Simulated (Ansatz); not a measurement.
Two structures of Te₂Mo under several functionals

Plane-wave DFT in Ansatz with scalar-relativistic PAW potentials (420 eV, r2SCAN 500 eV). Each structure was relaxed within its symmetry at each level.
A. P-3m1, 6 atoms in the computed cell, a = 3.470 Å, c = 25.129 Å; sites (symmetry × multiplicity) Te 3m. × 2 + 3m. × 2, Mo 3m. × 2
B. P6_3/mmc, 6 atoms in the computed cell, a = 3.473 Å, c = 13.769 Å; sites (symmetry × multiplicity) Te 3m. × 4, Mo -6m2 × 2
(cells at LDA)

Question: Does the choice of functional change which is lower?

Answer:
| level | E(B) − E(A) (meV/atom) | V(A) (Å³/atom) | V(B) (Å³/atom) |
| --- | --- | --- | --- |
| LDA | -25.8 | 43.67 | 23.97 |
| PBEsol | -13.4 | 42.43 | 24.68 |
| r2SCAN | -10.2 | 45.30 | 27.00 |

No: at every level B is lower; the difference varies by 16 meV/atom between levels. Functionals that bind more strongly (LDA, PBEsol, a dispersion term) tend to favour the denser structure.